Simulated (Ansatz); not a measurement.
Te: equation of state with LDA

The system is Te.

```
Te
1.0
     2.30590    1.33131    1.69095
    -2.30590    1.33131    1.69095
     0.00000   -2.66263    1.69095
Te
1
Cartesian
  0.0000 0.0000 2.5364
```

This isn't the form of Te at room conditions, which is trigonal, of chains.

```json
{
  "Program": "Ansatz 0.2.0",
  "Task": "equation of state",
  "Functional": "LDA",
  "Potentials or basis": "Ansatz PAW",
  "Cutoff": "420 eV",
  "Density cutoff": "1680 eV",
  "k mesh": "9 × 9 × 9",
  "Occupations": "fermi-dirac, width 0.05 eV",
  "Spin": "no spin polarisation"
}
```

* Equilibrium volume: 30.56 Å³/atom
* Bulk modulus at fixed shape and positions: 60 GPa
* Pressure derivative of the bulk modulus: 4.5

Energy against volume, from the lowest point:
```tsv
volume (Å³/atom)	energy (meV/atom)
29.277	10.92
29.900	2.77
30.523	0.00
31.146	2.04
31.769	8.38
32.392	18.57
33.015	32.17
```

All runs of the series together: 9.5 s on 2 threads of Arm Neoverse V1 (shared host).

Caveat: the cell was scaled at fixed shape and fractional positions, which overstates the stiffness of a crystal with free parameters, most of all of layers and chains. The run has no spin-orbit coupling, so splittings on Te are missing.
